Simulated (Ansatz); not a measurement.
A distorted cell of ZrO₂ (fluorite):

```xyz
6
Lattice="0.0000 5.1159 5.1159 2.5579 0.0000 2.5579 2.5579 2.5579 0.0000" Properties=species:S:1:pos:R:3 pbc="T T T"
Zr    -0.0762     0.0762     0.0762
Zr     0.0000     2.5579     2.5579
O      1.2790     1.2790     1.2790
O      1.2790     3.8369     3.8369
O      3.8369     3.8369     3.8369
O      3.8369     6.3948     6.3948
```

Level of theory: PBE (plane waves to 420 eV, PAW, scalar-relativistic; Ansatz, a first-principles code). k mesh 9×9×9 (Γ-centred), Fermi-Dirac smearing 0.05 eV. E stands for the smeared free energy. Compression counts positive. This is a high-temperature form of ZrO2. ZrO2 is run without spin polarisation. ZrO2 was relaxed with its symmetry unable to fall.

**Question.** What forces act on the atoms (eV/Å, Cartesian)?

**Answer.** 
```tsv
atom	Fx	Fy	Fz
Zr1	1.344	-1.344	-1.344
Zr2	-0.958	0.958	0.958
O3	-0.348	0.348	0.348
O4	0.303	-0.303	-0.303
O5	-0.013	0.013	0.013
O6	-0.327	0.327	0.327
```

**Question.** What is the stress tensor (GPa)?

**Answer.** 
```
    1.1     -0.4     -0.4
   -0.4      1.1      0.4
   -0.4      0.4      1.1
```
The pressure, a third of the trace, is 1.1 GPa.

**Question.** In it atom 1 sits (-0.076, 0.076, 0.076) Å away from its relaxed site. What is its energy relative to the relaxed cell?

**Answer.** 150 meV/cell.

(A displaced cell: forces are minus the slopes of the energy, force constants its curvatures, and phonons follow from these.)
